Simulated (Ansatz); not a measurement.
# ZrO2: the cost of one run

Computed with Ansatz 0.2.0 (DFT r2SCAN, scalar-relativistic, plane waves, PAW, unless a step's input says otherwise).

1 further run of the same task is left out (set aside as unsound or not needed).

### 1 The system as given

Symmetry: P4_2/nmc, No. 137, tetragonal system. Conventional cell: a = 3.601 Å, b = 3.601 Å, c = 5.228 Å, α = 90.00°, β = 90.00°, γ = 90.00°. Zr (site symmetry -4m2) is surrounded by 4 O at 2.07 Å. O (site symmetry 2mm) has 2 Zr at 2.07 Å in its first shell of neighbours.

As a file:

```
Zr O
1.0
     3.60145    0.00000    0.00000
     0.00000    3.60145    0.00000
     0.00000    0.00000    5.22811
Zr O
2 4
Cartesian
  0.0000 0.0000 0.0000
  1.8007 1.8007 2.6141
  0.0000 1.8007 1.0288
  0.0000 1.8007 3.6428
  1.8007 0.0000 1.5853
  1.8007 0.0000 4.1994
```

This cell was relaxed beforehand with the same method: volume 11.30 Å³/atom, gap on the mesh 4.62 eV.

### 2 The reference cell

Reference values: F = -10676.2959 eV; pressure -0.02 GPa; largest force 0.000 eV/Å; gap on the mesh 4.62 eV. It was computed beforehand with the settings of the runs below.

### 3 Normal modes

input.yaml reads:

```yaml
crystal:
  lattice:
    - [3.6014526582, 0.0, 0.0]
    - [0.0, 3.6014526582, 0.0]
    - [0.0, 0.0, 5.2281147954]
  atoms:
    - { symbol: Zr, position: [0.0, 0.0, 0.0] }
    - { symbol: Zr, position: [0.5, 0.5, 0.5] }
    - { symbol: O, position: [0.0, 0.5, 0.1967750557] }
    - { symbol: O, position: [0.0, 0.5, 0.6967750557] }
    - { symbol: O, position: [0.5, 0.0, 0.3032249443] }
    - { symbol: O, position: [0.5, 0.0, 0.8032249443] }
basis:
  ecutwfc: 500
kpoints:
  mp_grid: { grid: [6, 6, 6] }
hamiltonian:
  xc: r2scan
scf:
  occupations: { method: gaussian, width: 0.05 }
output:
  eigenvalues: true
phonons:
  method: fd
  supercell: [1, 1, 1]
  amplitude: 0.02
  eigenvectors: true
  dielectric: false
```

On the command line:

```sh
$ ansatz run input.yaml --threads 2 --pin off --max-ram 5120MiB --backend cpu --events-out ev --progress --plain --runs-dir out
```

Q: Estimate wall time and peak memory on 2 threads of Intel Xeon Platinum 8124M at 3.00GHz (Skylake/Cascade Lake), shared host.

About 65 s, with a peak of 0.93 GiB.
